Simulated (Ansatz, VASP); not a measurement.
Si: VASP beside Ansatz

The input INCAR:

```
SYSTEM = Si
ALGO     = Normal         ! electronic algorithm
EDIFF    = 1E-6           ! SCF threshold, eV
ENCUT    = 520            ! plane-wave cutoff, eV
GGA      = PE             ! functional
ISIF     = 2              ! what is computed and relaxed
ISMEAR   = 0              ! smearing method
LASPH    = .TRUE.         ! aspherical terms in the spheres
LCHARG   = .FALSE.        ! write CHGCAR
LREAL    = .FALSE.        ! projectors in reciprocal space
LWAVE    = .FALSE.        ! write WAVECAR
NBANDS   = 16             ! bands
NELM     = 100            ! most SCF steps
PREC     = Accurate       ! precision mode
SIGMA    = 0.05           ! smearing width, eV
```

KPOINTS

```
k-points
0
G
  8 8 6
  0 0 0
```

POSCAR

```
Si
1.0
    0.0000000000     -2.7347607592     -2.7347607592
    0.0000000000      2.7347607592     -2.7347607592
    5.4695215184      0.0000000000      0.0000000000
Si
4
Direct
    0.5052030979      0.4942470081      0.0000000000
   -0.0052030979      0.0057529919      0.5000000000
    0.9947969021      0.4942470081      0.2500000000
    0.5052030979      0.0057529919      0.7500000000
```

Input for Ansatz:

```yaml
crystal:
  lattice:
    - [0.0, -2.7347607592, -2.7347607592]
    - [0.0, 2.7347607592, -2.7347607592]
    - [5.4695215184, 0.0, 0.0]
  atoms:
    - { symbol: Si, position: [0.5052030979, 0.4942470081, 0.0] }
    - { symbol: Si, position: [-0.0052030979, 0.0057529919, 0.5] }
    - { symbol: Si, position: [0.9947969021, 0.4942470081, 0.25] }
    - { symbol: Si, position: [0.5052030979, 0.0057529919, 0.75] }
basis:
  ecutwfc: 420
kpoints:
  mp_grid: { grid: [8, 8, 6] }
hamiltonian:
  xc: pbe
  pseudopotentials: { kind: paw, azcp: { folder: soft_1 } }
scf:
  occupations: { method: gaussian, width: 0.05 }
output:
  forces: true
  stress: true
  eigenvalues: true
  write_density: true
  write_potential: true
  elf: true
  volumetric_format: npy
```

Change from the starting cell: mode 4 frozen in at +0.000 Å and mode 9 at -0.030 Å (largest displacements).

Alike in both runs: task single point; functional PBE; k mesh 8 × 8 × 6; occupations gaussian, width 0.05 eV; no spin polarisation.

```csv
,VASP,Ansatz
version,VASP 6.6.1,Ansatz 0.2.0
potentials or method,"VASP PAW PBE potentials, release 64 (Si)","scalar-relativistic, plane waves, PAW"
plane-wave cutoff (eV),520,420
valence electrons in the cell,16,16
```

```csv
,VASP,Ansatz,Ansatz less VASP
gap on the k mesh at the Fermi level (eV),0.59,0.59,-0.001
least direct gap on the mesh (eV),0.73,0.73,-0.001
pressure (GPa),0.1,0.2,+0.06
largest component of the traceless stress (GPa),0.05,0.05,0.000
rms of the force components (eV/Å),0.356,0.357,+0.0009
```

Atom by atom the forces differ by 0.001 eV/Å (rms over components). With one functional, cell and mesh, what is left measures potentials, basis and numerics.

A k mesh can miss the band edges.
